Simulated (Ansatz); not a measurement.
## Screening in AlN (P6_3mc)

How strongly does AlN (P6_3mc) screen? Routes: perturbation theory, a sum over states and the RPA step of G0W0.

Method: linear response on PBE, plane waves, PAW, in Ansatz 0.2.0.

The database entry behind the starting cell differs from later determinations by our own check (inner coordinate u about 0.002 short), so it need not match the best structure at ambient conditions.

## Step 1: Starting point

It takes space group P6_3mc (No. 186, hexagonal). Conventional cell: a = 3.113 Å, b = 3.113 Å, c = 4.981 Å, α = 90.00°, β = 90.00°, γ = 120.00°. Nearest to Al lie 4 N at 1.89 Å. Nearest to N lie 4 Al at 1.89 Å. Farther neighbours and most contacts between anions are not listed.

Structure file:

```cif
data_structure
_symmetry_space_group_name_H-M 'P6_3mc'
_symmetry_Int_Tables_number 186
_cell_length_a 3.1130
_cell_length_b 3.1130
_cell_length_c 4.9810
_cell_angle_alpha 90.000
_cell_angle_beta 90.000
_cell_angle_gamma 120.000
_cell_volume 41.80
loop_
_atom_site_label
_atom_site_type_symbol
_atom_site_symmetry_multiplicity
_atom_site_Wyckoff_symbol
_atom_site_fract_x
_atom_site_fract_y
_atom_site_fract_z
_atom_site_occupancy
Al1 Al 2 b 0.33333 0.66667 0.00000 1
N1 N 2 b 0.33333 0.66667 0.38000 1
```

The cell and positions come from the Crystallography Open Database and are kept as given unless a step says otherwise. The default PAW set here is soft_2. Its files were made with PBE.

## Step 2: Response to a homogeneous field

The response to a uniform field gives ε∞, a yardstick for the screening that GW builds on its mesh.

This step: dielectric response by perturbation theory, PBE, plane waves, PAW.

File input.yaml:

```yaml
crystal:
  lattice:
    - [3.113, 0.0, 0.0]
    - [-1.5565, 2.695937082, 0.0]
    - [0.0, 0.0, 4.981]
  atoms:
    - { symbol: Al, position: [0.3333333333, 0.6666666667, 0.0] }
    - { symbol: Al, position: [0.6666666667, 0.3333333333, 0.5] }
    - { symbol: "N", position: [0.3333333333, 0.6666666667, 0.38] }
    - { symbol: "N", position: [0.6666666667, 0.3333333333, 0.88] }
kpoints:
  mp_grid: { grid: [9, 9, 4] }
hamiltonian:
  xc: pbe
scf:
  occupations: { method: fixed }
dielectric: {}
```

Started as:

```bash
> ansatz run input.yaml --threads 2 --pin off --max-ram 92160MiB --backend cuda --events-out ev --progress --plain --runs-dir out --devices 1 --max-vram 13GiB  # rebuilt from the run's record
```

Numbers of over 12 decimals in the logs are rounded to 6 here.

Log:

```text
GPUs: using 1 of 1 available (devices: 1).
Engine: ansatz 0.2.0, x86_64-unknown-linux-gnu
Pseudopotentials: kind: paw
Pseudopotential: Al, paw, valence charge 3, recommended cutoff 420 eV (normal), Al.paw.azcp
Pseudopotential: N, paw, valence charge 5, recommended cutoff 420 eV (normal), N.paw.azcp
Functional definition: PBE
  parameter kappa = 0.804
  parameter beta = 0.066725
  exchange = pbe_x(kappa = kappa, mu = beta*pi^2/3)
  correlation = pbe_c(beta = beta)
device memory: the entry about to start is reckoned to put 1.0 GiB on a device that reports 48.5 GiB free (of which the cap on the GPU budget leaves the run 13.0 GiB)
GPU FFT provider: cuFFT
GPU libraries: cuBLAS 13.8.2, cuFFT 12.4.0, cuSOLVER 12.3.4
Crystal: 4 atoms, lattice volume = 41.803 Å³
Basis set: ecut = 420 eV, 809 PW (Γ), exchange–correlation on 48×48×72 points (8 copies of the dense FFT grid, shifted against one another)
Bands: 12, of which v1, the nominal top of the filled ones, is band 8 counted from 1 (7 counted from 0)
Symmetry: 12 space group operations
k-points: 95 of 324 (irreducible under 2 space group operations, time reversal used)
Non-local potential: Al, projectors of the file, l = 0: 2, l = 1: 2, l = 2: 1
Non-local potential: N, projectors of the file, l = 0: 2, l = 1: 2, l = 2: 1
PAW form: soft (Blöchl's): semilocal exchange-correlation on the pseudo side does not see the compensation charge
PAW one-centre angular grid: Al, 110 points (default); XC on 64 Gauss nodes
PAW one-centre angular grid: N, 110 points (default); XC on 64 Gauss nodes
Initial density: superposition of atomic densities (neutral atoms: chi_scale 0, normalization atom), corrected by the library's trained network
Initial wavefunctions: pseudopotential atomic-orbital guess
GPU buffer pool allocated for 20736 grid points (all kernels)
GPU transforms: local potential and band sums: pruned to the plane-wave sphere, on 24×24×36
Functional: x = pbe(κ = 0.804, μ = 0.219515), c = pbe(β = 0.066725)
SCF iter   1: F=—  HF=-1848.497440 eV  |F-HF|=—  |Δ(HF+E_count)|=         —  Δρ=8.35e-4  dr2=1.45e-4  ethr=1.77e-3  ⟨swp⟩=4.8  Hψ=6340  notcnv=0  defer=171
preconditioner: auto → none  [insulator: Δε(μ)=4.209 eV  Ē_g=13.123 eV  n_scr=2 (ndim 8)  ℏωp=23.0 eV  f_vac=0.000  ε∞_Penn≈4.1]
SCF iter   2: F=—  HF=-1848.497763 eV  |F-HF|=—  |Δ(HF+E_count)|=   3.23e-4  Δρ=4.32e-4  dr2=2.38e-5  ethr=9.03e-7  ⟨swp⟩=2.3  Hψ=2834  notcnv=0  defer=190
SCF iter   3: F=—  HF=-1848.497826 eV  |F-HF|=—  |Δ(HF+E_count)|=   6.27e-5  Δρ=1.93e-4  dr2=5.73e-6  ethr=1.49e-7  ⟨swp⟩=2.0  Hψ=1710  notcnv=0  defer=75
SCF iter   4: F=—  HF=-1848.497843 eV  |F-HF|=—  |Δ(HF+E_count)|=   1.69e-5  Δρ=1.46e-5  dr2=4.10e-8  ethr=3.58e-8  ⟨swp⟩=2.0  Hψ=1900  notcnv=0  defer=12
SCF iter   5: F=—  HF=-1848.497851 eV  |F-HF|=—  |Δ(HF+E_count)|=   7.84e-6  Δρ=4.00e-6  dr2=2.80e-9  ethr=2.56e-10  ⟨swp⟩=2.8  Hψ=2079  notcnv=0  defer=3
SCF iter   6: F=-1848.497851 eV  HF=-1848.497851 eV  |F-HF|=1.96e-11  |Δ(HF+E_count)|=   4.94e-9  Δρ=3.91e-7  dr2=3.73e-11  ethr=1.00e-12  ⟨swp⟩=2.7  Hψ=5647  notcnv=0
SCF 1 converged in 6 iterations: F = -1848.497851 eV  dr2 = 3.73e-11
  greatest PAW one-centre occupation: 0.788 electrons in one spin orbital (limit 2), on the N atom at site 3 (counted from 0), in its partial waves of l = 0
the response reads at least the filled bands of the reference SCF and the lowest empty band at each k-point, and that SCF's band table does not vouch for those bands. The notice of the band table in this run's record says why
device memory: the entry about to start is reckoned to put 0.3 GiB on a device that reports 48.5 GiB free (of which the cap on the GPU budget leaves the run 13.0 GiB)
NSCF: frozen V_eff on 1 k-points
device memory: the entry about to start is reckoned to put 0.3 GiB on a device that reports 48.5 GiB free (of which the cap on the GPU budget leaves the run 13.0 GiB)
NSCF: frozen V_eff on 1 k-points
device memory: the entry about to start is reckoned to put 0.3 GiB on a device that reports 48.5 GiB free (of which the cap on the GPU budget leaves the run 13.0 GiB)
NSCF: frozen V_eff on 1 k-points
device memory: the entry about to start is reckoned to put 0.3 GiB on a device that reports 48.5 GiB free (of which the cap on the GPU budget leaves the run 13.0 GiB)
NSCF: frozen V_eff on 1 k-points
device memory: the entry about to start is reckoned to put 0.1 GiB on a device that reports 48.5 GiB free (of which the cap on the GPU budget leaves the run 13.0 GiB)
device memory: the entry about to start is reckoned to put 0.6 GiB on a device that reports 48.5 GiB free (of which the cap on the GPU budget leaves the run 13.0 GiB)
DFPT response loops at Γ: preconditioner auto → none (the input reference at scf.mixing.eps_inf says where Resta's filter doesn't serve); β = 0.50; Broyden in place of MSR1
── the response to a field inside a basis, on 10×10×4 k-points: an SCF that follows is theirs, and a resumed run solves both again ──
device memory: the entry about to start is reckoned to put 0.2 GiB on a device that reports 48.4 GiB free (of which the cap on the GPU budget leaves the run 13.0 GiB)
GPU FFT provider: cuFFT
GPU libraries: cuBLAS 13.8.2, cuFFT 12.4.0, cuSOLVER 12.3.4
Bands: 9, of which v1, the nominal top of the filled ones, is band 8 counted from 1 (7 counted from 0)
k-points: 60 of 400 (irreducible under 4 space group operations, time reversal used)
Initial density: handed on by an earlier stage of this run
Initial wavefunctions: pseudopotential atomic-orbital guess (no wavefunctions were taken with the density)
GPU buffer pool allocated for 20736 grid points (all kernels)
GPU transforms: band sums: pruned to the plane-wave sphere, on 24×24×36
Eigensolver: Dense (60 Hₖ)
SCF iter   1: F=—  HF=-1848.501024 eV  |F-HF|=—  |Δ(HF+E_count)|=         —  Δρ=4.03e-4  dr2=9.88e-6  ethr=1.00e-1
preconditioner: auto → none  [insulator: Δε(μ)=4.826 eV  Ē_g=11.174 eV  n_scr=2 (ndim 8)  ℏωp=23.0 eV  f_vac=0.000  ε∞_Penn≈5.2]
SCF iter   2: F=—  HF=-1848.501039 eV  |F-HF|=—  |Δ(HF+E_count)|=   1.45e-5  Δρ=1.92e-4  dr2=2.78e-6  ethr=6.18e-8
SCF iter   3: F=—  HF=-1848.501044 eV  |F-HF|=—  |Δ(HF+E_count)|=   5.04e-6  Δρ=7.53e-5  dr2=6.15e-7  ethr=1.74e-8
SCF iter   4: F=-1848.501044 eV  HF=-1848.501044 eV  |F-HF|=4.74e-9  |Δ(HF+E_count)|=   5.81e-7  Δρ=5.76e-6  dr2=3.76e-9  ethr=3.85e-9
SCF 1 converged in 4 iterations: F = -1848.501044 eV  dr2 = 3.76e-9
device memory: the entry about to start is reckoned to put 0.1 GiB on a device that reports 48.3 GiB free (of which the cap on the GPU budget leaves the run 13.0 GiB)
device memory: the entry about to start is reckoned to put 0.9 GiB on a device that reports 48.3 GiB free (of which the cap on the GPU budget leaves the run 12.9 GiB)
DFPT response loops at Γ: mixed as the last ones told, above
SCF converged after 6 iterations
Free energy (F): -1848.497851 eV
Harris-Foulkes:  -1848.497851 eV  (|F-HF|=1.96e-11)
Internal energy: -1848.497851 eV  (E = F + TS)
E sigma→0 (E₀):  -1848.497851 eV
Fermi energy:    7.119559 eV
--- Per-component energies (eV) ---
  E_band       = 30.374874
  E_kinetic    = 318.952646
  E_local      = -448.269474  (includes V_loc(G=0)·N_el)
  E_nonlocal   = 110.844783
  E_hartree    = 155.685055
  E_xc         = -203.725688
  E_vxc        = -215.994953  (∫ρ·V_xc dr)
  E_paw        = -1190.322097  (= ΣΔE_a)
  E_vpaw       = -46.528493  (= ΣTr[D̂ρ^β])
  E_aug_tail   = 0.000194  (compensation charges beyond the density's cutoff)
  E_ewald      = -591.663270
  E_smearing   = -0.000000  (= −TS)
  E_closure    = 0.000000  (closes the sum)
  Σ components = -1848.497851   (vs F -1848.497851, Δ=0.00e0)
--- Band table (eV; the first three rows and the last of 95) ---
  k-point 0: bands = [... 4 lower, 6.2905, 6.9399, 6.9399, 7.1196, 11.3323, 13.7884, 17.7301, 18.2932]
  k-point 1: bands = [... 4 lower, 6.3809, 6.3809, 6.8399, 6.8399, 12.2876, 13.9054, 17.4018, 18.2603]
  k-point 2: bands = [... 4 lower, 6.6055, 6.6055, 6.6055, 6.6055, 13.5857, 13.5857, 17.4711, 17.4711]
  k-point 94: bands = [... 4 lower, 4.6023, 4.6023, 6.0590, 6.0590, 13.7095, 13.7095, 16.4789, 16.4789]
--- Dielectric response (ions clamped): 3 representative field directions + reference, inside a basis on a mesh of 400 k-points (Σ response iterations 15) ---
  ε∞ (high-frequency dielectric tensor):
        4.446523    -0.000000     0.000000
       -0.000000     4.446523     0.000000
        0.000000     0.000000     4.644691
  Born effective charges Z* (e; rows j = field, columns β = displacement):
    site 0:
         2.52815   -0.00000    0.00000
        -0.00000    2.52815    0.00000
         0.00000    0.00000    2.68229
    site 1:
         2.52815   -0.00000    0.00000
        -0.00000    2.52815   -0.00000
         0.00000    0.00000    2.68229
    site 2:
        -2.52815    0.00000   -0.00000
         0.00000   -2.52815   -0.00000
        -0.00000    0.00000   -2.68229
    site 3:
        -2.52815    0.00000   -0.00000
         0.00000   -2.52815    0.00000
        -0.00000   -0.00000   -2.68229
  Z* charge neutrality: 1.150e-3 e pre-enforcement
  solved inside a basis spanned on kpoints, on 10×10×4 k-points, its susceptibility summed on 12×12×6: ε∞ is read to err by 1.4e-2, Z* by 1.1e-2 e (field_mesh: kpoints solves on kpoints); Z* is corrected for what the basis lacks
```

The job ended after 22 s (1 × NVIDIA H100 80GB HBM3 (shared by 6 runs) with 2 threads of AMD EPYC 7R13 (Zen 3), shared host; peak memory 1.2 GiB).

This step gave:

```yaml
stated_error_of_eps_infinity: 0.014
```

One over ε∞ averages 0.22, near the quarter of exact exchange in PBE0.

High-frequency dielectric tensor:

```
4.45 0.00 0.00
0.00 4.45 0.00
0.00 0.00 4.64
```

Born effective charge (e), principal values of the symmetric part by kind of site:

| atom | atoms with these values | low | middle | high | mean |
| --- | --- | --- | --- | --- | --- |
| Al1 | 2 | 2.53 | 2.53 | 2.68 | 2.58 |
| N3 | 2 | -2.68 | -2.53 | -2.53 | -2.58 |

In full for Al1:

```
2.53 0.00 0.00
0.00 2.53 0.00
0.00 0.00 2.68
```

## Step 3: Independent-particle spectrum

The independent-particle spectrum shows where the oscillator strength lies, before excitons and local fields.

This step: independent-particle optics on PBE, plane waves, PAW.

input.yaml: that of step 2 with these lines changed.

```diff
@@ -11,3 +11,3 @@
 kpoints:
-  mp_grid: { grid: [9, 9, 4] }
+  mp_grid: { grid: [12, 12, 6] }
 hamiltonian:
@@ -16,2 +16,4 @@
   occupations: { method: fixed }
-dielectric: {}
+  n_extra_bands: 28
+output:
+  optics: { e_range: [0, 25], de: 0.1, sigma: 0.2 }
```

Log:

```text
[...]
GPUs: using 1 of 1 available (devices: 1).
[...]
GPU FFT provider: cuFFT
GPU libraries: cuBLAS 13.8.2, cuFFT 12.4.0, cuSOLVER 12.3.4
Crystal: 4 atoms, lattice volume = 41.803 Å³
Basis set: ecut = 420 eV, 809 PW (Γ)
Bands: 36, of which v1, the nominal top of the filled ones, is band 8 counted from 1 (7 counted from 0)
[... 1 set-up line as in the run before ...]
[...]
k-points: 76 of 864 (time reversal used)
[...]
GPU buffer pool allocated for 20736 grid points (all kernels)
[...]
SCF iter   1: F=—  HF=-1848.497617 eV  |F-HF|=—  |Δ(HF+E_count)|=         —  Δρ=8.28e-4  dr2=1.40e-4  ethr=1.77e-3  ⟨swp⟩=4.8  Hψ=10231  notcnv=0  defer=1698
[...]
SCF iter   7: F=-1848.497948 eV  HF=-1848.497948 eV  |F-HF|=2.27e-13  |Δ(HF+E_count)|=  1.96e-11  Δρ=2.53e-8  dr2=1.12e-13  ethr=1.00e-12  ⟨swp⟩=10.0  Hψ=19262  notcnv=0
SCF 1 converged in 7 iterations: F = -1848.497948 eV  dr2 = 1.12e-13
[...]
Optics k sum: 0 of 76 k-points
Optics k sum: 4 of 76 k-points
[...]
Optics k sum: 76 of 76 k-points
[...]
SCF converged after 7 iterations
Free energy (F): -1848.497948 eV
[...]
Internal energy: -1848.497948 eV  (E = F + TS)
E sigma→0 (E₀):  -1848.497948 eV
Fermi energy:    7.119449 eV
[...]
--- Band table (eV; the first three rows and the last of 76) ---
  k-point 0: bands = [... 4 lower, 6.2905, 6.9399, 6.9399, 7.1194, 11.3323, 13.7884, 17.7301, 18.2932, ... 24 higher]
  k-point 1: bands = [... 4 lower, 6.3319, 6.5209, 6.8938, 6.8938, 11.8238, 13.8548, 17.5576, 18.2601, ... 24 higher]
  k-point 2: bands = [... 4 lower, 6.4457, 6.4457, 6.7701, 6.7701, 12.7746, 13.9123, 17.2871, 18.3045, ... 24 higher]
  k-point 75: bands = [... 4 lower, 3.3008, 3.3008, 6.3416, 6.3416, 14.5522, 14.5522, 14.9884, 14.9884, ... 24 higher]
```

Run time: 22 s. Hardware: 1 × NVIDIA H100 80GB HBM3 (shared by 6 runs) with 2 threads; peak memory 1.2 GiB.

Numbers from this step:

- ε∞ without local fields (xx, yy, zz): 4.590, 4.590, 4.773
- electrons in the f-sum (xx, yy, zz): 12.87, 12.87, 12.83
- bands in the explicit sum (the static value is completed to all bands): 36

The sum gives ε∞ = 4.59 and 4.77 without local fields.

The ε₂ has structure finer than the step of the table below, so its rows give means over 0.5 eV, whole bins alone (the curve runs from 0 to 25 eV). Peaks (eV: height): xx=yy 7.90: 9.46, 10.80: 6.81, 11.80: 5.77; zz 6.80: 9.87, 9.80: 7.10, 11.80: 7.19.

Independent particles, no local fields, Gaussian width 0.2 eV. Table of ε₂ by photon energy; means over each step:

| photon energy (eV) | xx=yy | zz |
| --- | --- | --- |
| 3.5 | 0 | 2.0e-5 |
| 4.0 | 0.00878 | 0.0522 |
| 4.5 | 0.333 | 0.520 |
| 5.0 | 0.793 | 0.891 |
| 5.5 | 1.05 | 1.16 |
| 6.0 | 2.13 | 3.43 |
| 6.5 | 4.47 | 8.46 |
| 7.0 | 6.72 | 9.33 |
| 7.5 | 8.53 | 8.82 |
| 8.0 | 9.02 | 5.31 |
| 8.5 | 6.54 | 3.69 |
| 9.0 | 5.66 | 4.11 |
| 9.5 | 4.18 | 6.29 |
| 10.0 | 4.50 | 6.31 |
| 10.5 | 5.40 | 5.39 |
| 11.0 | 5.76 | 4.29 |
| 11.5 | 4.91 | 5.05 |
| 12.0 | 5.53 | 6.27 |
| 12.5 | 5.37 | 4.87 |
| 13.0 | 4.66 | 4.22 |
| 13.5 | 3.55 | 3.01 |
| 14.0 | 2.95 | 2.47 |
| 14.5 | 2.42 | 2.31 |
| 15.0 | 1.76 | 1.96 |
| 15.5 | 1.39 | 1.50 |
| 16.0 | 1.19 | 1.19 |
| 16.5 | 1.04 | 0.999 |
| 17.0 | 0.929 | 0.918 |
| 17.5 | 0.625 | 0.654 |
| 18.0 | 0.465 | 0.446 |
| 18.5 | 0.439 | 0.400 |
| 19.0 | 0.411 | 0.429 |
| 19.5 | 0.370 | 0.422 |
| 20.0 | 0.319 | 0.388 |
| 20.5 | 0.306 | 0.373 |
| 21.0 | 0.301 | 0.369 |
| 21.5 | 0.257 | 0.341 |
| 22.0 | 0.243 | 0.323 |
| 22.5 | 0.238 | 0.306 |
| 23.0 | 0.259 | 0.282 |
| 23.5 | 0.280 | 0.267 |
| 24.0 | 0.273 | 0.248 |
| 24.5 | 0.294 | 0.275 |

Independent particles, no local fields, Gaussian width 0.2 eV. Table of loss function by photon energy; read off at these points:

| photon energy (eV) | xx=yy | zz |
| --- | --- | --- |
| 3.0 | 0 | 0 |
| 4.0 | 2.1e-5 | 4.1e-4 |
| 5.0 | 0.0173 | 0.0166 |
| 6.0 | 0.0246 | 0.0228 |
| 7.0 | 0.0585 | 0.0865 |
| 8.0 | 0.0984 | 0.198 |
| 9.0 | 0.168 | 0.146 |
| 10.0 | 0.177 | 0.153 |
| 11.0 | 0.169 | 0.244 |
| 12.0 | 0.183 | 0.155 |
| 13.0 | 0.183 | 0.191 |
| 14.0 | 0.237 | 0.284 |
| 15.0 | 0.258 | 0.286 |
| 16.0 | 0.366 | 0.368 |
| 17.0 | 0.465 | 0.497 |
| 18.0 | 0.648 | 0.652 |
| 19.0 | 1.27 | 1.54 |
| 20.0 | 2.29 | 2.22 |
| 21.0 | 3.25 | 2.70 |
| 21.5 | 3.83 | 2.93 |
| 22.0 | 3.17 | 2.85 |
| 23.0 | 1.76 | 2.48 |
| 24.0 | 1.44 | 1.61 |
| 25.0 | 1.30 | 1.31 |

## Step 4: RPA screening from the G0W0 run

Now the one-shot GW correction: screening in the RPA, then the self-energy of the levels asked for.

This step: G0W0 on PBE, plane waves, PAW.

input.yaml, the sections that differ from step 3:

```yaml
kpoints:
  mp_grid: { grid: [6, 6, 4] }
scf:
  occupations: { method: fixed }
gw:
  n_empty_bands: 268
  ecut_chi: 200.0
  qp_bands: [v2, c2]
  qp_kpoints: band_edges
  screening: { model: contour_deformation }
# crystal, hamiltonian: as in step 3
# output: removed
```

Log:

```text
GPUs: using 1 of 1 available (devices: 1).
[...]
GPU FFT provider: cuFFT
GPU libraries: cuBLAS 13.8.2, cuFFT 12.4.0, cuSOLVER 12.3.4
Crystal: 4 atoms, lattice volume = 41.803 Å³
Basis set: ecut = 420 eV, 809 PW (Γ)
Bands: 12, of which v1, the nominal top of the filled ones, is band 8 counted from 1 (7 counted from 0)
[... 1 set-up line as in the run before ...]
[...]
k-points: 21 of 144 (time reversal used)
[...]
1    10     13.9058    -8.2242    -4.5490   -13.5428  0.8182    14.6800    14.6754  root
[...]
20     7      6.3424   -21.7357     3.1122   -17.4711  0.7773     5.1764     5.1900  root
    20     8      6.3424   -21.7357     3.1122   -17.4711  0.7773     5.1764     5.1900  root
    20     9     14.5526    -6.8562    -4.6964   -12.2093  0.8046    15.2135    15.2093  root
    20    10     14.5526    -6.8562    -4.6964   -12.2093  0.8046    15.2135    15.2093  root
[key lines of the parts left out:]
SCF converged after 6 iterations
Free energy (F): -1848.496645 eV
Fermi energy:    7.120255 eV
```

It took 12 s on 1 × NVIDIA H100 80GB HBM3 (shared by 6 runs) with 2 threads; peak memory 1.3 GiB.

Numbers from this step:

* bands summed: 276
* RPA ε∞ on this mesh (eigenvalues): 4.212, 4.212, 4.363
* plane waves in the screening matrix: 287
* G0W0 gap on the mesh: 5.914 eV
* k of the valence top: 0, 0, 0
* k of the conduction bottom: 0, 0, 0
* starting gap on the mesh: 4.213 eV
* least direct G0W0 gap on the computed points: 5.914 eV

The gap on the mesh goes from 4.21 eV to 5.91 eV, a correction of +1.70 eV. Between the two edge states, bare exchange in place of the xc potential would open the gap by 8.62 eV, and correlation takes back 6.92 eV.

Mean over the mesh in bins of 0.25 1/Å. The static inverse dielectric function, diagonal by length of q+G:

| length of q+G (Å⁻¹) | static inverse dielectric function, diagonal |
| --- | --- |
| 0.32 | 0.250 |
| 0.46 | 0.275 |
| 0.76 | 0.328 |
| 1.02 | 0.383 |
| 1.24 | 0.435 |
| 1.48 | 0.488 |
| 1.73 | 0.543 |
| 2.00 | 0.603 |
| 2.26 | 0.656 |
| 2.51 | 0.705 |
| 2.77 | 0.751 |
| 3.01 | 0.785 |
| 3.25 | 0.814 |
| 3.51 | 0.841 |
| 3.76 | 0.863 |
| 4.00 | 0.882 |
| 4.24 | 0.898 |
| 4.50 | 0.914 |
| 4.75 | 0.928 |
| 5.01 | 0.939 |
| 5.25 | 0.949 |
| 5.50 | 0.957 |
| 5.76 | 0.964 |
| 6.00 | 0.970 |
| 6.25 | 0.975 |
| 6.50 | 0.980 |
| 6.75 | 0.984 |
| 7.00 | 0.987 |
| 7.18 | 0.989 |

## Step 5: The values together

Times are wall times on 1 × NVIDIA H100 80GB HBM3 (shared by 6 runs) with 2 threads of AMD EPYC 7R13 (Zen 3), shared host, good to a factor of about two.

| method | mesh | ε∞, low | middle | high | mean | time |
| --- | --- | --- | --- | --- | --- | --- |
| perturbation theory (local fields and xc kernel) | 9×9×4 (response on 400 points) | 4.45 | 4.45 | 4.64 | 4.51 | 22 s |
| sum over states (no local fields) | 12×12×6 | 4.59 | 4.59 | 4.77 | 4.65 | 22 s |
| RPA with local fields, on the GW mesh | 6×6×4 | 4.21 | 4.21 | 4.36 | 4.26 | 12 s |

## Step 6: Summary of results

```
perturbation theory (local fields and xc kernel) : 4.45, 4.45, 4.64
sum over states (no local fields)                : 4.59, 4.59, 4.77
RPA with local fields, on the GW mesh            : 4.21, 4.21, 4.36
```

What this shows: Mean Born effective charge: Al1 2.58, N3 -2.58 e. The most distinct maxima of the ε₂ (xx=yy) lie at 7.9, 10.8 and 11.8 eV, the highest at 7.9 eV. The loss function (xx=yy) has its highest peak at 21.5 eV. The sum without local fields gives 4.65 in the mean against 4.51 by perturbation theory; local fields lower ε∞ and the xc kernel gives part of it back, though the sum also carries the error of its own mesh. The RPA values on the 6×6×4 mesh average 0.94 times those of perturbation theory (means 4.26 and 4.51). Without the xc kernel RPA should lie a little lower, as the mean does. PBE usually puts the gap too low, which tends to raise ε∞. Ions are clamped, so the lattice part of the static constant is not in these numbers.

[Paths, hosts, dates, memory and timing lines, banners, echoed tables and standing remarks are left out of the program output.]

[Logs are printed without paths, hosts, clocks, repeated set-up lines and the standing remarks that a program may print on its own settings, such as how far it seeks lower states.]

[Runs of the session that timed out or met a known fault of the program may be left out.]

[Cells called generated may have been cut or substituted from an entry of the Crystallography Open Database or the Materials Project.]

[Hosts, paths, dates, database ids (printed as entryN), source tags and the programs' standing remarks are cut or masked in the printed files.]
